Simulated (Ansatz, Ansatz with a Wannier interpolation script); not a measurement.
# From a coarse GW mesh to bands everywhere: CsPbCl3 (Pm-3m)

Aim: the G0W0 bands of CsPbCl3 (Pm-3m) along the symmetry lines, with the gap off the mesh.

Program: Ansatz 0.2.0. Level of theory: PBE, Wannier functions and G0W0, plane waves, PAW. Results are calculated unless marked as measured.

### 1. Starting point

Symmetry: Pm-3m, No. 221, cubic system. The conventional cell has a = 5.605 Å, b = 5.605 Å, c = 5.605 Å, α = 90.00°, β = 90.00°, γ = 90.00°. Cs has 12 Cl at 3.96 Å nearest. Nearest to Pb lie 6 Cl at 2.80 Å. Nearest to Cl lie 2 Pb at 2.80 Å and 4 Cs at 3.96 Å. Farther neighbours and most contacts between anions are not listed.

Structure file:

```cif
data_structure
_symmetry_space_group_name_H-M 'Pm-3m'
_symmetry_Int_Tables_number 221
_cell_length_a 5.6050
_cell_length_b 5.6050
_cell_length_c 5.6050
_cell_angle_alpha 90.000
_cell_angle_beta 90.000
_cell_angle_gamma 90.000
_cell_volume 176.09
loop_
_atom_site_label
_atom_site_type_symbol
_atom_site_symmetry_multiplicity
_atom_site_Wyckoff_symbol
_atom_site_fract_x
_atom_site_fract_y
_atom_site_fract_z
_atom_site_occupancy
Cs1 Cs 1 a 0.00000 0.00000 0.00000 1
Pb1 Pb 1 b 0.50000 0.50000 0.50000 1
Cl1 Cl 3 c 0.50000 0.50000 0.00000 1
```

The cell and positions come from the Crystallography Open Database and are kept as given unless a step says otherwise. Spin-orbit coupling is left out unless a step names it. The default PAW set here is soft_2. Its files were made with PBE.

### 2. PBE bands

Levels along a band path, at the cheap level, show where the edges lie and whether the meshes to come will hold them.

This step: DFT, PBE, plane waves, PAW.

input.yaml

```yaml
crystal:
  lattice:
    - [5.605, 0.0, 0.0]
    - [0.0, 5.605, 0.0]
    - [0.0, 0.0, 5.605]
  atoms:
    - { symbol: Cs, position: [0.0, 0.0, 0.0] }
    - { symbol: Pb, position: [0.5, 0.5, 0.5] }
    - { symbol: Cl, position: [0.5, 0.5, 0.0] }
    - { symbol: Cl, position: [0.0, 0.5, 0.5] }
    - { symbol: Cl, position: [0.5, 0.0, 0.5] }
kpoints:
  mp_grid: { grid: [4, 4, 4] }
  band_path:
    path:
      - [[0.0, 0.0, 0.0], [0.0, 0.5, 0.0], [0.5, 0.5, 0.0], [0.0, 0.0, 0.0], [0.5, 0.5, 0.5], [0.0, 0.5, 0.0]]
      - [[0.5, 0.5, 0.5], [0.5, 0.5, 0.0]]
    npoints: 10
hamiltonian:
  xc: pbe
scf:
  occupations: { method: fermi_dirac, width: 0.02 }
  n_extra_bands: 93
output:
  eigenvalues: true
  fatbands: true
  write_density: true
  write_potential: true
  elf: true
  volumetric_format: npy
```

On the command line:

```sh
> ansatz run input.yaml --threads 3 --pin off --max-ram 64512MiB --backend cuda --events-out ev --progress --plain --runs-dir out --devices 1 --max-vram 24GiB  # rebuilt from the run's record
```

Numbers of over 12 decimals in the logs are rounded to 6 here.

Log:

```text
scf.n_extra_bands = 93 over 22 filled bands (N_el = 44.0): the run solves 115 bands
GPUs: using 1 of 1 available (devices: 1).
Engine: ansatz 0.2.0, x86_64-unknown-linux-gnu
Pseudopotentials: kind: paw
Pseudopotential: Cs, paw, valence charge 9, recommended cutoff 420 eV (normal), Cs.paw.azcp
Pseudopotential: Pb, paw, valence charge 14, recommended cutoff 420 eV (normal), Pb.paw.azcp
Pseudopotential: Cl, paw, valence charge 7, recommended cutoff 420 eV (normal), Cl.paw.azcp
Functional definition: PBE
  parameter kappa = 0.804
  parameter beta = 0.066725
  exchange = pbe_x(kappa = kappa, mu = beta*pi^2/3)
  correlation = pbe_c(beta = beta)
device memory: the entry about to start is reckoned to put 5.8 GiB on a device that reports 64.5 GiB free (of which the cap on the GPU budget leaves the run 24.0 GiB)
GPU FFT provider: cuFFT
GPU libraries: cuBLAS 13.8.2, cuFFT 12.4.0, cuSOLVER 12.3.4
Crystal: 5 atoms, lattice volume = 176.087 Å³
Basis set: ecut = 420 eV, 3407 PW (Γ)
Bands: 115, of which v1, the nominal top of the filled ones, is band 22 counted from 1 (21 counted from 0)
Symmetry: 48 space group operations
Space group: Pm-3m (ITA 221), of the structure as read, at distance tolerance 5.6e-5 Å
k-points: 10 of 64
Non-local potential: Cs, projectors of the file, l = 0: 3, l = 1: 2, l = 2: 2, l = 3: 2
Non-local potential: Pb, projectors of the file, l = 0: 2, l = 1: 2, l = 2: 2, l = 3: 2
Non-local potential: Cl, projectors of the file, l = 0: 2, l = 1: 2, l = 2: 2
PAW form: soft (Blöchl's): semilocal exchange-correlation on the pseudo side does not see the compensation charge
PAW one-centre angular grid: Cs, 194 points (default); XC on 64 Gauss nodes
PAW one-centre angular grid: Pb, 590 points (default); XC on 64 Gauss nodes
PAW one-centre angular grid: Cl, 110 points (default); XC on 64 Gauss nodes
Initial density: superposition of atomic densities (neutral atoms: chi_scale 0, normalization atom), corrected by the library's trained network
Initial wavefunctions: pseudopotential atomic-orbital guess
GPU buffer pool allocated for 64000 grid points (all kernels)
GPU transforms: local potential and band sums: pruned to the plane-wave sphere, on 40×40×40
Functional: x = pbe(κ = 0.804, μ = 0.219515), c = pbe(β = 0.066725)
SCF iter   1: F=—  HF=-20823.254845 eV  |F-HF|=—  |Δ(HF+E_count)|=         —  Δρ=1.05e-3  dr2=3.37e-3  ethr=1.77e-3  ⟨swp⟩=5.9  Hψ=6044  notcnv=0  defer=518
preconditioner: auto → Resta (q_TF=auto, 2.165 Å⁻¹)  ε∞=1.4  [insulator: Δε(μ)=1.936 eV  Ē_g=27.758 eV  σ=0.020 eV  W_gap=1.00  n_scr=26 (ndim 8)  ℏωp=18.1 eV  f_vac=0.062  D(μ)=0.00/eV (n_scr^D=0)  ε∞_Penn≈1.4]
SCF iter   2: F=—  HF=-20823.255008 eV  |F-HF|=—  |Δ(HF+E_count)|=   1.63e-4  Δρ=6.62e-4  dr2=1.10e-3  ethr=7.66e-6  ⟨swp⟩=2.0  Hψ=1516  notcnv=0  defer=822
SCF iter   3: F=—  HF=-20823.254648 eV  |F-HF|=—  |Δ(HF+E_count)|=   3.60e-4  Δρ=2.72e-4  dr2=1.58e-4  ethr=2.50e-6  ⟨swp⟩=2.1  Hψ=382  notcnv=0  defer=822
SCF iter   4: F=—  HF=-20823.254646 eV  |F-HF|=—  |Δ(HF+E_count)|=   2.00e-6  Δρ=9.63e-5  dr2=2.49e-5  ethr=3.60e-7  ⟨swp⟩=2.0  Hψ=479  notcnv=0  defer=822
SCF iter   5: F=—  HF=-20823.254650 eV  |F-HF|=—  |Δ(HF+E_count)|=   4.83e-6  Δρ=4.85e-5  dr2=6.97e-6  ethr=5.65e-8  ⟨swp⟩=2.3  Hψ=472  notcnv=0  defer=822
SCF iter   6: F=—  HF=-20823.254649 eV  |F-HF|=—  |Δ(HF+E_count)|=   1.61e-6  Δρ=2.29e-5  dr2=1.61e-6  ethr=1.59e-8  ⟨swp⟩=2.0  Hψ=393  notcnv=0  defer=822
SCF iter   7: F=—  HF=-20823.254648 eV  |F-HF|=—  |Δ(HF+E_count)|=   4.40e-7  Δρ=1.04e-5  dr2=3.43e-7  ethr=3.66e-9  ⟨swp⟩=2.0  Hψ=397  notcnv=0  defer=822
SCF iter   8: F=-20823.254648 eV  HF=-20823.254648 eV  |F-HF|=1.86e-8  |Δ(HF+E_count)|=   1.07e-7  Δρ=2.75e-6  dr2=2.35e-8  ethr=2.27e-10  ⟨swp⟩=15.2  Hψ=10421  notcnv=0
SCF 1 converged in 8 iterations: F = -20823.254648 eV  dr2 = 2.35e-8
[...]
device memory: the entry about to start is reckoned to put 11.4 GiB on a device that reports 64.5 GiB free (of which the cap on the GPU budget leaves the run 24.0 GiB)
NSCF: frozen V_eff on 62 k-points, pencils in batches of 32, up to order 508
SCF converged after 8 iterations
Free energy (F): -20823.254648 eV
Harris-Foulkes:  -20823.254648 eV  (|F-HF|=1.86e-8)
Internal energy: -20823.254648 eV  (E = F + TS)
E sigma→0 (E₀):  -20823.254648 eV
Fermi energy:    5.074274 eV
--- Per-component energies (eV) ---
  E_band       = -234.021997
  E_kinetic    = 913.646964
  E_local      = -2668.275229  (includes V_loc(G=0)·N_el)
  E_nonlocal   = 465.775780
  E_hartree    = 1011.038584
  E_xc         = -718.583042
  E_vxc        = -627.254673  (∫ρ·V_xc dr)
  E_paw        = -17446.658718  (= ΣΔE_a)
  E_vpaw       = -339.989153  (= ΣTr[D̂ρ^β])
  E_aug_tail   = 0.000317  (compensation charges beyond the density's cutoff)
  E_ewald      = -2380.199303
  E_smearing   = -0.000000  (= −TS)
  E_closure    = 0.000000  (closes the sum)
  Σ components = -20823.254648   (vs F -20823.254648, Δ=0.00e0)
--- Band table (eV; the first three rows and the last of 10) ---
  k-point 0: bands = [... 18 lower, 1.4706, 1.5781, 1.5781, 1.5781, 7.4574, 8.3927, 8.3927, 9.3016, ... 89 higher]
  k-point 1: bands = [... 18 lower, 1.4215, 1.5233, 1.5233, 1.6771, 7.9622, 8.7426, 8.7971, 8.9439, ... 89 higher]
  k-point 2: bands = [... 18 lower, 1.3728, 1.4677, 1.4677, 2.4264, 7.1388, 8.7953, 9.3025, 9.4428, ... 89 higher]
  k-point 9: bands = [... 18 lower, 1.8980, 1.8980, 1.8980, 4.1221, 6.0485, 6.0485, 6.0485, 9.2141, ... 89 higher]
```

It took 6.3 s on 1 × NVIDIA H100 80GB HBM3 (shared by 3 runs) with 3 threads of AMD EPYC 7R13 (Zen 3), shared host; peak memory 1.4 GiB.

In the SCF lines HF is the Harris–Foulkes energy and dr2 the Hartree energy of the density residual, in eV; the loop may stop once dr2 is under the threshold and the program's other checks hold. Hψ counts applications of the Hamiltonian.

Numbers from this step:

```
filled bands         : 22
gap                  : 1.926 eV
valence top at       : R
conduction bottom at : R
least direct gap     : 1.926 eV
```

The gap is direct, at (0.500, 0.500, 0.500).

Electronic bands along the path, in eV, zero at the top of the highest nominally filled band:

| point | band 19 | band 20 | band 21 | band 22 | band 23 | band 24 | band 25 | band 26 |
| --- | --- | --- | --- | --- | --- | --- | --- | --- |
| Γ | -2.65 | -2.54 | -2.54 | -2.54 | 3.34 | 4.27 | 4.27 | 5.18 |
| halfway | -2.70 | -2.60 | -2.60 | -2.44 | 3.84 | 4.62 | 4.67 | 4.82 |
| X | -2.75 | -2.65 | -2.65 | -1.70 | 3.02 | 4.67 | 5.18 | 5.32 |
| halfway | -2.74 | -2.66 | -2.41 | -1.46 | 2.76 | 4.07 | 5.10 | 5.15 |
| M | -2.84 | -2.77 | -2.23 | -0.82 | 2.51 | 2.51 | 4.91 | 5.37 |
| halfway | -2.67 | -2.64 | -2.44 | -2.27 | 4.08 | 4.24 | 4.62 | 5.03 |
| Γ | -2.65 | -2.54 | -2.54 | -2.54 | 3.34 | 4.27 | 4.27 | 5.18 |
| halfway | -2.46 | -2.46 | -2.45 | -2.11 | 3.90 | 3.90 | 3.98 | 4.87 |
| R | -2.22 | -2.22 | -2.22 | 0.00 | 1.93 | 1.93 | 1.93 | 5.09 |
| halfway | -2.50 | -2.47 | -2.37 | -1.26 | 2.48 | 3.67 | 3.82 | 5.19 |
| X | -2.75 | -2.65 | -2.65 | -1.70 | 3.02 | 4.67 | 5.18 | 5.32 |
| jump to R | -2.22 | -2.22 | -2.22 | 0.00 | 1.93 | 1.93 | 1.93 | 5.09 |
| halfway | -2.45 | -2.45 | -2.23 | -0.62 | 2.22 | 2.22 | 3.49 | 5.45 |
| M | -2.84 | -2.77 | -2.23 | -0.82 | 2.51 | 2.51 | 4.91 | 5.37 |

Electrostatic potential energy in the ac plane at fractional y = 0.500, with atoms of Pb and Cl within 0.2 Å of it. With pseudopotentials it is smooth inside the atoms' cores, unlike the true potential.

Ten even steps from '_' (-45 eV) to '@' (9 eV), each cell a mean:
```
@@@@@@@@@@%%==____..**@@@@@@@@@@
@@@@@@@@@@@@##==--++%%@@@@@@@@@@
@@@@@@@@@@@@@@%%%%%%@@@@@@@@@@@@
@@@@@@@@@@@@@@@@%%@@@@@@@@@@@@@@
@@@@@@@@@@@@%%####%%%%@@@@@@@@@@
++##@@@@@@%%++::::--##%%@@@@%%**
__::##@@%%**::..::..--%%@@%%++..
____++%%%%++..--==::::##%%%%--__
__..**%%%%++..::--..::##@@%%==__
--++%%@@@@##--....::++%%@@@@##==
%%@@@@@@@@%%##++++**%%@@@@@@@@%%
@@@@@@@@@@@@@@%%%%%%@@@@@@@@@@@@
@@@@@@@@@@@@@@%%%%@@@@@@@@@@@@@@
@@@@@@@@@@@@%%**++##@@@@@@@@@@@@
@@@@@@@@@@@@++..__::##@@@@@@@@@@
@@@@@@@@@@%%--______++@@@@@@@@@@
```
Columns run along a (5.6 Å; values clipped at the 3rd and 97th percentile), rows up along c (5.6 Å). Atoms in or near the plane, at fractional coordinates: Pb at (0.50, 0.50), Cl at (0.50, 0.00), Cl at (0.00, 0.50).

Valence density in the ac plane at fractional y = 0.500, with atoms of Pb and Cl within 0.2 Å of it. It is the smooth field of the valence electrons, not physical close to the nuclei.

Ten steps, logarithmic in the rise over the least value, from '_' (0.0 e/Å³) to '@' (8.5 e/Å³), each cell a mean:
```
________::==****++**++--..______
________..--++****++==::..______
________..::--======::..________
....______..::----::....____....
--::::......::------::......::--
++++--::..::==****++--::..::==++
****++--::==**%%%%##++--::==++**
==**++----==##@@@@%%**----==**++
++**++--::==##@@@@%%**----==****
**++==::::--++####**==::::--++**
==--::....::--======::....::--==
::....____..::::--::....__....::
__________..::------::..________
________..::==++++++--::________
________..--++******++::..______
________::==**++==**++--..______
```
Columns run along a (5.6 Å), rows up along c (5.6 Å). Atoms in or near the plane, at fractional coordinates: Pb at (0.50, 0.50), Cl at (0.50, 0.00), Cl at (0.00, 0.50).

### 3. Wannier functions (Cl:3p Cs:6s Pb:6p) on 8×8×8

Localised functions give a small Hamiltonian that interpolates between mesh points at no cost.

This step: maximally localised Wannier functions, PBE, plane waves, PAW.

input.yaml, the sections that differ from step 2:

```yaml
kpoints:
  mp_grid: { grid: [4, 4, 4] }
scf:
  occupations: { method: fixed }
  n_extra_bands: 93
output:
  wannier:
    kmesh: [8, 8, 8]
    projections:
      - { species: Cl, l: p, shell: 3 }
      - { species: Cs, l: s, shell: 6 }
      - { species: Pb, l: p, shell: 6 }
    minimise: true
    write_hr: true
    seedname: w
    conv_tol: 1.0e-07
    max_iter: 4000
    disentanglement:
      window: [-0.71, 12.96]
      frozen_window: [-0.71, 8.35]
      conv_tol: 1.0e-08
# crystal, hamiltonian: as in step 2
```

Log:

```text
[...]
GPUs: using 1 of 1 available (devices: 1).
[...]
GPU FFT provider: cuFFT
GPU libraries: cuBLAS 13.8.2, cuFFT 12.4.0, cuSOLVER 12.3.4
Crystal: 5 atoms, lattice volume = 176.087 Å³
Basis set: ecut = 420 eV, 3407 PW (Γ)
Bands: 115, of which v1, the nominal top of the filled ones, is band 22 counted from 1 (21 counted from 0)
Symmetry: 48 space group operations
[...]
k-points: 10 of 64
[...]
GPU buffer pool allocated for 64000 grid points (all kernels)
[...]
SCF iter   1: F=—  HF=-20823.255141 eV  |F-HF|=—  |Δ(HF+E_count)|=         —  Δρ=9.62e-4  dr2=2.81e-3  ethr=1.77e-3  ⟨swp⟩=4.9  Hψ=4016  notcnv=0  defer=896
[...]
SCF iter   8: F=-20823.254648 eV  HF=-20823.254648 eV  |F-HF|=1.07e-8  |Δ(HF+E_count)|=   8.21e-8  Δρ=2.08e-6  dr2=1.35e-8  ethr=2.27e-10  ⟨swp⟩=17.0  Hψ=12254  notcnv=0
SCF 1 converged in 8 iterations: F = -20823.254648 eV  dr2 = 1.35e-8
[...]
NSCF: frozen V_eff on 10 k-points
the band table was solved once the SCF had ended and its energy, with any forces and stress, was formed, with the checks that follow a solve (4498 applications of the Hamiltonian). They found nothing against the state; the energy, forces and stress were not computed again (output.eigenvalues in the input reference)
[...]
the Wannier pass solved 38 of the 512 points of its mesh, and has the states at the others by symmetry: states obtained by the crystal's operations at points that were solved too leave a residual of 3.51e-13 eV (read by the count's bands and the next), within 5.56e-6 eV
SCF converged after 8 iterations
Free energy (F): -20823.254648 eV
[...]
Internal energy: -20823.254648 eV  (E = F + TS)
E sigma→0 (E₀):  -20823.254648 eV
Fermi energy:    4.122085 eV
[...]
--- Band table (eV; the first three rows and the last of 10) ---
  k-point 0: bands = [... 18 lower, 1.4706, 1.5781, 1.5781, 1.5781, 7.4574, 8.3927, 8.3927, 9.3016, ... 89 higher]
  k-point 1: bands = [... 18 lower, 1.4215, 1.5233, 1.5233, 1.6771, 7.9622, 8.7426, 8.7971, 8.9439, ... 89 higher]
  k-point 2: bands = [... 18 lower, 1.3728, 1.4677, 1.4677, 2.4264, 7.1389, 8.7953, 9.3025, 9.4428, ... 89 higher]
  k-point 9: bands = [... 18 lower, 1.8981, 1.8981, 1.8981, 4.1221, 6.0485, 6.0485, 6.0485, 9.2141, ... 89 higher]
Wannier search: line search 1 of at most 4000: gauge-dependent spread (as the search counts it) 0.8728538 Å², largest recent change 2.8e-1 Å² and fall left 6.3e-5 Å² against conv_tol 1.0e-7 Å², 0 stops escaped
```

Wall time 13 s (1 × NVIDIA H100 80GB HBM3 (shared by 3 runs) with 3 threads); peak memory 1.7 GiB; 26 s of CPU time.

w.win, one line in 2:

```text
! ansatz wannier90 interface
! states of the run's bands (counted from 1): 1-36
num_wann  = 13
conv_tol = 1e-7
dis_win_min = -0.71
dis_froz_min = -0.71
dis_num_iter = 10000
guiding_centres = true

Ang
                      0.0                    5.605                      0.0
end unit_cell_cart
begin atoms_frac
Pb                       0.5                      0.5                      0.5
Cl                       0.0                      0.5                      0.5
end atoms_frac
mp_grid = 8 8 8
```

Numbers from this step:

* gauge-invariant spread: 35.14 Å²
* diagonal spread: 8.57e-26 Å²
* off-diagonal spread: 0.8725 Å²
* total spread: 36.01 Å²
* least projectability: 0.4126
* localisation steps: 8
* disentanglement steps: 145
* r.m.s. interpolation error: 8.07e-4 eV
* r.m.s. error near the gap: 0.001524 eV

Near the gap the model misses directly solved bands by 1.5 meV r.m.s. and by 6 meV at most in the window tested. This tests the starting bands, not the corrections carried with them.

Wannier functions, by row:

| function | x (Å) | y (Å) | z (Å) | spread (Å²) | nearest atom | distance (Å) |
| --- | --- | --- | --- | --- | --- | --- |
| 1 | 2.802 | 2.802 | 0 | 2.293 | Cl3 | 0 |
| 2 | 2.802 | 2.802 | 0 | 1.471 | Cl3 | 0 |
| 3 | 2.802 | 2.802 | 0 | 1.471 | Cl3 | 0 |
| 4 | 0 | 2.802 | 2.802 | 1.471 | Cl4 | 0 |
| 5 | 0 | 2.802 | 2.802 | 2.293 | Cl4 | 0 |
| 6 | 0 | 2.802 | 2.802 | 1.471 | Cl4 | 0 |
| 7 | 2.802 | 0 | 2.802 | 1.471 | Cl5 | 0 |
| 8 | 2.802 | 0 | 2.802 | 1.471 | Cl5 | 0 |
| 9 | 2.802 | 0 | 2.802 | 2.293 | Cl5 | 0 |
| 10 | 0 | 0 | 0 | 7.801 | Cs1 | 0 |
| 11 | 2.802 | 2.802 | 2.802 | 4.169 | Pb2 | 0 |
| 12 | 2.802 | 2.802 | 2.802 | 4.169 | Pb2 | 0 |
| 13 | 2.802 | 2.802 | 2.802 | 4.169 | Pb2 | 0 |

Frozen up to 4.23 eV; above it the model need not follow the bands. Electronic bands along the path, in eV, zero at the valence-band top:

| point | band 19 | band 20 | band 21 | band 22 | band 23 | band 24 | band 25 | band 26 |
| --- | --- | --- | --- | --- | --- | --- | --- | --- |
| Γ | -2.65 | -2.54 | -2.54 | -2.54 | 3.34 | 6.18 | 6.18 | 6.18 |
| halfway | -2.70 | -2.60 | -2.60 | -2.44 | 3.84 | 4.70 | 5.72 | 5.72 |
| X | -2.75 | -2.65 | -2.65 | -1.70 | 3.02 | 4.88 | 5.44 | 5.44 |
| halfway | -2.74 | -2.66 | -2.41 | -1.46 | 2.76 | 4.07 | 5.13 | 5.38 |
| M | -2.84 | -2.77 | -2.23 | -0.82 | 2.51 | 2.51 | 4.91 | 5.94 |
| halfway | -2.67 | -2.64 | -2.44 | -2.26 | 4.08 | 4.24 | 4.72 | 5.36 |
| Γ | -2.65 | -2.54 | -2.54 | -2.54 | 3.34 | 6.18 | 6.18 | 6.18 |
| halfway | -2.46 | -2.46 | -2.45 | -2.11 | 3.90 | 3.90 | 3.98 | 5.01 |
| R | -2.22 | -2.22 | -2.22 | 0.00 | 1.93 | 1.93 | 1.93 | 5.09 |
| halfway | -2.50 | -2.47 | -2.37 | -1.26 | 2.48 | 3.67 | 3.82 | 5.43 |
| X | -2.75 | -2.65 | -2.65 | -1.70 | 3.02 | 4.88 | 5.44 | 5.44 |
| jump to R | -2.22 | -2.22 | -2.22 | 0.00 | 1.93 | 1.93 | 1.93 | 5.09 |
| halfway | -2.45 | -2.45 | -2.23 | -0.62 | 2.22 | 2.22 | 3.49 | 5.50 |
| M | -2.84 | -2.77 | -2.23 | -0.82 | 2.51 | 2.51 | 4.91 | 5.94 |

The same for Kohn-Sham, solved directly:

| point | band 19 | band 20 | band 21 | band 22 | band 23 | band 24 | band 25 | band 26 |
| --- | --- | --- | --- | --- | --- | --- | --- | --- |
| Γ | -2.65 | -2.54 | -2.54 | -2.54 | 3.34 | 4.27 | 4.27 | 5.18 |
| X | -2.75 | -2.65 | -2.65 | -1.70 | 3.02 | 4.67 | 5.18 | 5.32 |
| M | -2.84 | -2.77 | -2.23 | -0.82 | 2.51 | 2.51 | 4.91 | 5.37 |
| Γ | -2.65 | -2.54 | -2.54 | -2.54 | 3.34 | 4.27 | 4.27 | 5.18 |
| R | -2.22 | -2.22 | -2.22 | 0.00 | 1.93 | 1.93 | 1.93 | 5.09 |
| X | -2.75 | -2.65 | -2.65 | -1.70 | 3.02 | 4.67 | 5.18 | 5.32 |
| R | -2.22 | -2.22 | -2.22 | 0.00 | 1.93 | 1.93 | 1.93 | 5.09 |
| M | -2.84 | -2.77 | -2.23 | -0.82 | 2.51 | 2.51 | 4.91 | 5.37 |

(Part 1 of 2 ends here.)

[Paths, hosts, dates, memory and timing lines, banners, echoed tables and standing remarks are left out of the program output.]

[Logs are printed without paths, hosts, clocks, repeated set-up lines and the standing remarks that a program may print on its own settings, such as how far it seeks lower states.]

[Runs of the session that timed out or met a known fault of the program may be left out.]

[Hosts, paths, dates, database ids (printed as entryN), source tags and the programs' standing remarks are cut or masked in the printed files.]
